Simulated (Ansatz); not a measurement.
A plane-wave DFT run in Ansatz 0.2.0 (scalar-relativistic PAW potentials unless the input names others): input and command.

```yaml
crystal:
  lattice:
    - [0.1079926311, 2.2420678888, 2.1840838527]
    - [2.0842989918, 0.1190569458, 2.173019538]
    - [2.2699177645, 2.4166223467, -0.0665618268]
  atoms:
    - { symbol: Al, position: [-0.0015397778, 0.0040007118, -0.001620805] }
    - { symbol: "N", position: [0.7515397778, 0.7459992882, 0.751620805] }
basis:
  ecutwfc: 420
kpoints:
  mp_grid: { grid: [8, 8, 8] }
hamiltonian:
  xc: pbe
  dispersion: d4
scf:
  occupations: { method: gaussian, width: 0.05 }
  convergence: { dr2_threshold: 0.0001 }
output:
  forces: true
  eigenvalues: true
  stress: true
```

```bash
ansatz run input.yaml --threads 1 --pin off --max-ram 2560MiB --backend cpu --events-out ev --progress --plain --runs-dir out
```

Abridged log:
```
Warning: scf.convergence.dr2_threshold = 1e-4 eV is looser than this run's default, which is 1e-7 eV or tighter. The error in the forces grows as the threshold's square root, so leave the key out unless less accurate forces are enough
Warning: output.stress: scf.convergence.dr2_threshold = 1e-4 eV is looser than the 2e-10 eV advised for a printed stress (1e-10 eV for each atom of the cell: 2). ...
Basis set: ecut = 420 eV, 421 PW (Γ), exchange–correlation on 48×48×48 points (8 copies of the dense FFT grid, shifted against one another)
Bands: 8, of which v1, the nominal top of the filled ones, is band 4 counted from 1 (3 counted from 0)
Symmetry: 1 space group operations
k-points: 260 of 512 (time reversal used)
SCF iter   1: F=—  HF=-924.500093 eV  |F-HF|=—  |Δ(HF+E_count)|=         —  Δρ=1.49e-3  dr2=3.20e-4  ethr=1.77e-3  ⟨swp⟩=4.7  Hψ=15150  notcnv=0
SCF iter   2: F=—  HF=-924.500189 eV  |F-HF|=—  |Δ(HF+E_count)|=   9.67e-5  Δρ=6.55e-4  dr2=5.87e-5  ethr=4.00e-6  ⟨swp⟩=2.2  Hψ=4788  notcnv=0
SCF iter   3: F=-924.500209 eV  HF=-924.500227 eV  |F-HF|=1.77e-5  |Δ(HF+E_count)|=   3.74e-5  Δρ=3.71e-4  dr2=2.48e-5  ethr=7.33e-7  ⟨swp⟩=2.1  Hψ=3075  notcnv=0
SCF iter   4: F=-924.500222 eV  HF=-924.500221 eV  |F-HF|=4.33e-7  |Δ(HF+E_count)|=   5.21e-6  Δρ=5.09e-5  dr2=2.06e-7  ethr=3.09e-7  ⟨swp⟩=2.5  Hψ=2950  notcnv=0
SCF iter   5: F=-924.500222 eV  HF=-924.500222 eV  |F-HF|=2.17e-8  |Δ(HF+E_count)|=   4.39e-7  Δρ=1.07e-5  dr2=1.03e-8  ethr=2.58e-9  ⟨swp⟩=2.7  Hψ=3267  notcnv=0
SCF iter   6: F=-924.500222 eV  HF=-924.500222 eV  |F-HF|=1.83e-10  |Δ(HF+E_count)|=   2.42e-8  Δρ=2.70e-6  dr2=7.54e-10  ethr=1.28e-10  ⟨swp⟩=1.0  Hψ=6248  notcnv=0
SCF 1 converged in 6 iterations: F = -924.500222 eV  dr2 = 7.54e-10
SCF converged after 6 iterations
Free energy (F): -924.500222 eV
Harris-Foulkes:  -924.500222 eV  (|F-HF|=1.83e-10)
Internal energy: -924.500222 eV  (E = F + TS)
E sigma→0 (E₀):  -924.500222 eV
Fermi energy:    8.512157 eV
  E_disp       = -0.604732  (pairwise vdW)
--- Forces (eV/Å), atoms counted from 1 ---
  atom   1  Al    -0.27288206     0.38368369    -1.25244686
  atom   2  N      0.27288470    -0.38367779     1.25242871
--- Stress (GPa, compression-positive) ---
        5.059980     -29.583339       8.462777
      -29.583351      -1.945690       2.211791
        8.462887       2.211793      -0.499665
  P = ⅓ Tr σ = 0.8715 GPa (8.715 kbar)
```

Apart from outputs and empty bands, the input differs from a reference run on usual settings in scf.convergence.dr2_threshold: not typed → 0.0001; hamiltonian.dispersion: not typed → "d4". The reference, at the same geometry (not necessarily relaxed), gave pressure 5.39 GPa, largest force 1.351 eV/Å, gap on the mesh 2.63 eV. This run converged in 6 SCF iterations (reference: 6) with an energy at zero smearing 302 meV/atom below the reference's (the Hamiltonian itself differs), pressure 0.87 GPa, largest force 1.338 eV/Å, gap on the mesh 2.63 eV.

The SCF went on to a residual of 7.5e-10 eV, far under the typed threshold, which therefore didn't bind.

It took 3.3 s on 1 thread of Intel(R) Xeon(R) Platinum 8488C (Sapphire Rapids) (shared host), peak memory 0.39 GiB.